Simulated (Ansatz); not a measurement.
Consider LaAlO3 in the cubic perovskite structure (space group Pm-3m, No. 221; a = 3.812 Å).

Computed with PBE/PAW in Ansatz (a program for electronic structure), no spin-orbit coupling, earlier PAW set.

For the base:

The band gap comes out as 3.50 eV and the smallest direct gap comes out as 3.63 eV. The pressure is 0.0 kbar.

The change: every lattice vector is stretched by 5.51 %; the atoms relax in the strained cell.

Task: Predict the new energy relative to the base, band gap, smallest direct gap and pressure.

Result: The energy goes up by 152 meV/atom; the band gap shrinks by 0.30 eV (3.50 eV → 3.20 eV); the smallest direct gap falls by 0.21 eV, from 3.63 eV to 3.42 eV; the pressure goes from zero to -219.3 kbar.

No phonon test of stability was made. Many cubic perovskites are stable only at high temperature; tilts and polar distortions were not tested.
